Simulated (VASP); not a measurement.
# CaF₂ (strained fluorite): a PBE single-point calculation in VASP

INCAR

```
SIGMA = 0.02
ISMEAR = -1
LWAVE = .FALSE.
EDIFF = 1E-7
PREC = Accurate
LASPH = .TRUE.
NELM = 120
IBRION = -1
NSW = 0
GGA = PE
LELF = .TRUE.
NBANDS = 19
ENCUT = 520
LCHARG = .TRUE.
ISIF = 2
LREAL = .FALSE.
```

KPOINTS

```
KPOINTS created by Atomic Simulation Environment
0
Gamma
8 8 8
0 0 0
```

KPOINTS_OPT

```
special points
7
Reciprocal
0.0000000000 0.0000000000 0.0000000000 1
0.5000000000 0.0000000000 0.5000000000 1
0.6250000000 0.2500000000 0.6250000000 1
0.3750000000 0.3750000000 0.7500000000 1
0.5000000000 0.5000000000 0.5000000000 1
0.5000000000 0.2500000000 0.7500000000 1
0.0000000000 0.5000000000 0.5000000000 1
```

POSCAR

```
Ca F
 1.0000000000000000
     0.0000000000000000    2.7739848333000001    2.7739848333000001
     2.7739848333000001    0.0000000000000000    2.7739848333000001
     2.7739848333000001    2.7739848333000001    0.0000000000000000
 Ca  F
   1   2
Cartesian
  0.0000000000000000  0.0000000000000000  0.0000000000000000
  1.3869924166500001  1.3869924166500001  1.3869924166500001
  4.1609772499500002  4.1609772499500002  4.1609772499500002
```

VASP ran with the recommended PBE PAW datasets (24 valence electrons in the cell).

Command

```
mpirun -np 1 vasp_std
```

OSZICAR

```
N       E                     dE             d eps       ncg     rms          rms(c)
DAV:   1     0.212455431368E+03    0.21246E+03   -0.13386E+04  1102   0.127E+03
DAV:   2    -0.725765904854E+01   -0.21971E+03   -0.21307E+03  1287   0.348E+02
DAV:   3    -0.182729307817E+02   -0.11015E+02   -0.10964E+02  1274   0.823E+01
DAV:   4    -0.186534489853E+02   -0.38052E+00   -0.37959E+00  1735   0.119E+01
DAV:   5    -0.186556810188E+02   -0.22320E-02   -0.22320E-02  1249   0.105E+00    0.804E+00
DAV:   6    -0.173159922255E+02    0.13397E+01   -0.57051E+00  1189   0.160E+01    0.306E+00
DAV:   7    -0.173157091514E+02    0.28307E-03   -0.11918E-01  1317   0.337E+00    0.174E+00
DAV:   8    -0.173356703227E+02   -0.19961E-01   -0.40932E-02  1189   0.218E+00    0.220E-01
DAV:   9    -0.173382551577E+02   -0.25848E-02   -0.76595E-03  1328   0.628E-01    0.133E-01
DAV:  10    -0.173391525357E+02   -0.89738E-03   -0.18570E-03  1160   0.345E-01    0.217E-02
DAV:  11    -0.173391648795E+02   -0.12344E-04   -0.88829E-05  1320   0.816E-02    0.125E-02
DAV:  12    -0.173391683720E+02   -0.34924E-05   -0.15969E-05  1360   0.400E-02    0.344E-03
DAV:  13    -0.173391683456E+02    0.26368E-07   -0.44218E-06  1287   0.175E-02    0.546E-03
DAV:  14    -0.173391680733E+02    0.27234E-06   -0.23853E-06  1180   0.105E-02    0.390E-04
DAV:  15    -0.173391680936E+02   -0.20362E-07   -0.26419E-08   836   0.179E-03
   1 F= -.17339168E+02 E0= -.17339168E+02  d E =-.568471E-11
       N       E                     dE             ncg
DAV:   1     0.585721624476E+03   -0.58192E+04      266
DAV:   2    -0.897643535494E+03   -0.14834E+04      314
DAV:   3    -0.969324329375E+03   -0.71681E+02      287
DAV:   4    -0.972136951511E+03   -0.28126E+01      413
DAV:   5    -0.972155292357E+03   -0.18341E-01      296
DAV:   6    -0.972155809300E+03   -0.51694E-03      412
DAV:   7    -0.972155812331E+03   -0.30305E-05      277
DAV:   8    -0.972155812405E+03   -0.74283E-07      271
```

From OUTCAR

```
k-points           NKPTS =     29   k-points in BZ     NKDIM =     29   number of bands    NBANDS=     19

   NELECT =      24.0000    total number of electrons

   dimension x,y,z NGX =    30 NGY =   30 NGZ =   30
   dimension x,y,z NGXF=    60 NGYF=   60 NGZF=   60

  energy-cutoff  :      520.00
  volume of cell :       42.69
      direct lattice vectors                 reciprocal lattice vectors
     0.000000000  2.773984833  2.773984833    -0.180246119  0.180246119  0.180246119
     2.773984833  0.000000000  2.773984833     0.180246119 -0.180246119  0.180246119
     2.773984833  2.773984833  0.000000000     0.180246119  0.180246119 -0.180246119

 k-points in reciprocal lattice and weights: KPOINTS created by Atomic Simulation Env
   0.00000000  0.00000000  0.00000000       0.002
   0.12500000  0.00000000  0.00000000       0.016
   0.25000000  0.00000000  0.00000000       0.016
   0.37500000  0.00000000  0.00000000       0.016
   0.50000000  0.00000000  0.00000000       0.008
   0.12500000  0.12500000  0.00000000       0.012
   0.25000000  0.12500000  0.00000000       0.047
   0.37500000  0.12500000  0.00000000       0.047
   ...

 E-fermi :  -0.7855

 k-point     1 :       0.0000    0.0000    0.0000
  band No.  band energies     occupation
      1     -37.4665      2.00000
      2     -21.0330      2.00000
      3     -20.3302      2.00000
      4     -18.4047      2.00000
      5     -18.4047      2.00000
      6     -18.4047      2.00000
      7      -3.1780      2.00000
      8      -3.1780      2.00000
      9      -3.1780      2.00000
     10      -1.4586      2.00000
     11      -1.4586      2.00000
     12      -1.4586      2.00000
     13       5.7939      0.00000
     14       7.7674      0.00000
     15       7.7674      0.00000
     16       9.6495      0.00000
     17       9.6495      0.00000
     18       9.6495      0.00000
     19      15.3451      0.00000

 k-point     2 :       0.1250    0.0000    0.0000
  band No.  band energies     occupation
      1     -37.4628      2.00000
      2     -21.0692      2.00000
      3     -20.3664      2.00000
      4     -18.4097      2.00000
      5     -18.4097      2.00000
      6     -18.3409      2.00000
      7      -3.1132      2.00000
      8      -3.1132      2.00000
      9      -3.0642      2.00000
     10      -1.6300      2.00000
     11      -1.5256      2.00000
     12      -1.5255      2.00000
     13       6.1844      0.00000
     14       7.7956      0.00000
     15       7.7956      0.00000
     16       9.5100      0.00000
     17       9.6142      0.00000
     18       9.6142      0.00000
     19      14.6221      0.00000

 k-point     3 :       0.2500    0.0000    0.0000
  band No.  band energies     occupation
      1     -37.4538      2.00000
      2     -21.1300      2.00000
      3     -20.4800      2.00000
      4     -18.4217      2.00000
      5     -18.4217      2.00000
      6     -18.1814      2.00000
      7      -2.9418      2.00000
      8      -2.9418      2.00000
      9      -2.7943      2.00000
     10      -1.9897      2.00000
     11      -1.6974      2.00000
     12      -1.6974      2.00000
     13       7.0818      0.00000
     14       7.8639      0.00000
     15       7.8639      0.00000
     16       9.2860      0.00000
     17       9.5297      0.00000
     18       9.5297      0.00000
     19      13.3309      0.00000

 k-point     4 :       0.3750    0.0000    0.0000
  band No.  band energies     occupation
      1     -37.4447      2.00000
      2     -21.1519      2.00000
      3     -20.6333      2.00000
      4     -18.4336      2.00000
      5     -18.4336      2.00000
      6     -18.0183      2.00000
      7      -2.7311      2.00000
      8      -2.7311      2.00000
      9      -2.5353      2.00000
     10      -2.2913      2.00000
     11      -1.9022      2.00000
     12      -1.9022      2.00000
     13       7.8998      0.00000
     14       7.9318      0.00000
     15       7.9318      0.00000
     16       9.2672      0.00000
     17       9.4449      0.00000
     18       9.4449      0.00000
     19      12.3068      0.00000

 k-point     5 :       0.5000    0.0000    0.0000
  band No.  band energies     occupation
      1     -37.4409      2.00000
      2     -21.1449      2.00000
      3     -20.7121      2.00000
      4     -18.4386      2.00000
      5     -18.4386      2.00000
      6     -17.9502      2.00000
      7      -2.6153      2.00000
      8      -2.6153      2.00000
      9      -2.4451      2.00000
     10      -2.3901      2.00000
     11      -2.0138      2.00000
     12      -2.0138      2.00000
     13       7.9596      0.00000
     14       7.9596      0.00000
     15       8.2320      0.00000
     16       9.2821      0.00000
     17       9.4097      0.00000
     18       9.4097      0.00000
     19      11.9655      0.00000

 k-point     6 :       0.1250    0.1250    0.0000
  band No.  band energies     occupation
      1     -37.4616      2.00000
      2     -21.0844      2.00000
      3     -20.3719      2.00000
      4     -18.4171      2.00000
      5     -18.4171      2.00000
      6     -18.3107      2.00000
      7      -3.1384      2.00000
      8      -3.1384      2.00000
      9      -2.9266      2.00000
     10      -1.8732      2.00000
     11      -1.4507      2.00000
     12      -1.4507      2.00000
     13       6.3132      0.00000
     14       7.7226      0.00000
     15       7.8783      0.00000
     16       9.4637      0.00000
     17       9.5937      0.00000
     18       9.5937      0.00000
     19      14.9660      0.00000

 k-point     7 :       0.2500    0.1250    0.0000
  band No.  band energies     occupation
      1     -37.4543      2.00000
      2     -21.1398      2.00000
      3     -20.4540      2.00000
      4     -18.4308      2.00000
      5     -18.4116      2.00000
      6     -18.1963      2.00000
      7      -3.0434      2.00000
      8      -3.0356      2.00000
      9      -2.6211      2.00000
     10      -2.2685      2.00000
     11      -1.5435      2.00000
     12      -1.5135      2.00000
     13       7.0059      0.00000
     14       7.7441      0.00000
     15       7.9873      0.00000
     16       9.2021      0.00000
     17       9.5228      0.00000
     18       9.5579      0.00000
     19      14.0048      0.00000

 k-point     8 :       0.3750    0.1250    0.0000
  band No.  band energies     occupation
      1     -37.4452      2.00000
      2     -21.1613      2.00000
      3     -20.6133      2.00000
      4     -18.4427      2.00000
      5     -18.3871      2.00000
      6     -18.0638      2.00000
      7      -2.8908      2.00000
      8      -2.8672      2.00000
      9      -2.5949      2.00000
     10      -2.2657      2.00000
     11      -1.7320      2.00000
     12      -1.6881      2.00000
     13       7.4736      0.00000
     14       8.0566      0.00000
     15       8.1026      0.00000
     16       9.0220      0.00000
     17       9.4417      0.00000
     18       9.6814      0.00000
     19      12.8774      0.00000

 k-point     9 :       0.5000    0.1250    0.0000
  band No.  band energies     occupation
      1     -37.4397      2.00000
      2     -21.1298      2.00000
      3     -20.7589      2.00000
      4     -18.4460      2.00000
      5     -18.3697      2.00000
      6     -17.9836      2.00000
      7      -2.8804      2.00000
      8      -2.6832      2.00000
      9      -2.6604      2.00000
     10      -2.0519      2.00000
     11      -1.9256      2.00000
     12      -1.8278      2.00000
     13       7.6181      0.00000
     14       8.0457      0.00000
     15       8.2735      0.00000
     16       9.0172      0.00000
     17       9.3965      0.00000
     18      10.0809      0.00000
     19      12.1725      0.00000

 k-point    10 :      -0.3750    0.1250    0.0000
  band No.  band energies     occupation
      1     -37.4410      2.00000
      2     -21.1289      2.00000
      3     -20.7382      2.00000
      4     -18.4386      2.00000
      5     -18.3667      2.00000
      6     -18.0111      2.00000
      7      -2.9672      2.00000
      8      -2.5806      2.00000
      9      -2.5384      2.00000
     10      -2.1917      2.00000
     11      -2.0981      2.00000
     12      -1.6628      2.00000
     13       7.6307      0.00000
     14       7.9638      0.00000
     15       8.2671      0.00000
     16       9.0134      0.00000
     17       9.4149      0.00000
     18       9.9979      0.00000
     19      12.3328      0.00000

 ...

  Total       -0.3501464     -0.3501464     -0.3501464      0.0000000     -0.0000000     -0.0000000
  in kB      -13.1406832    -13.1406832    -13.1406832      0.0000000     -0.0000000     -0.0000000
  external PRESSURE =     -13.1406832 kB  Pullay stress =       0.0000000 kB

 POSITION                                       TOTAL-FORCE (eV/Angst)
 -----------------------------------------------------------------------------------
      0.00000      0.00000      0.00000        -0.000000      0.000000     -0.000000
      1.38699      1.38699      1.38699         0.000000      0.000000      0.000000
      4.16098      4.16098      4.16098        -0.000000     -0.000000     -0.000000
 -----------------------------------------------------------------------------------
    total drift:                                0.000000     -0.000000      0.000000

  FREE ENERGIE OF THE ION-ELECTRON SYSTEM (eV)
  ---------------------------------------------------
  free  energy   TOTEN  =       -17.3391680936 eV

  energy  without entropy=      -17.3391680936  energy(sigma->0) =      -17.33916809
```

```
gap between bands v and c : 7.00 eV
least direct gap          : 7.25 eV
pressure                  : -1.3 GPa
```

Band v is the last that the valence electrons fill when counted band by band, and c is the next.

The run took about 31 s on one core of a shared host (Intel Xeon Platinum 8488C) and held 0.19 GiB at most.
